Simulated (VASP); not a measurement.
The system is CdO2.

```
Cd O
1.0
     3.47623    0.00000    0.00000
    -1.73811    3.01050    0.00000
     0.00000    0.00000    4.14808
Cd O
1 2
Direct
  0.00000 0.00000 0.00000
  0.33333 0.66667 0.24422
  0.66667 0.33333 0.75578
```

The cell comes from a database or a generator and needn't be the stable form of this composition.

```yaml
Program: VASP 6.6.1
Task: single point
Functional: PBEsol
Potentials_or_basis: VASP PAW PBE potentials, release 64 (Cd, O)
Cutoff: 520 eV
k_mesh: 9 × 9 × 7
Occupations: fermi-dirac, width 0.05 eV
Spin: no spin polarisation
```

On this cell: pressure -9.3 GPa; largest force 0.202 eV/Å; band gap on the k mesh none (metal or under the smearing width).

The same run follows on a disturbed copy (atoms moved at random, drawn with an rms of 0.05 Å):

```
CELL_PARAMETERS angstrom
3.47623 0.00000 0.00000
-1.73811 3.01050 0.00000
0.00000 0.00000 4.14808
ATOMIC_POSITIONS crystal
Cd 0.99450 0.00472 0.99246
O 0.34136 0.66529 0.24291
O 0.68025 0.34163 0.74211
```

**Question.** What changes?

**Answer.** The energy (extrapolated to zero smearing) moves by +9.1 meV/atom; pressure -10.1 GPa; largest force 0.519 eV/Å; band gap on the k mesh none (metal or under the smearing width).

Forces on the atoms (eV/Å):
```
Cd   0.517 -0.037  0.002
O   -0.256  0.006 -0.284
O   -0.262  0.031  0.282
```

Stress tensor (GPa, compression positive):
```
-10.11   0.01   0.03
  0.01 -10.37   0.01
  0.03   0.01  -9.69
```

Caveats: the PAW data sets were made with another functional, which shifts forces and pressure a little.
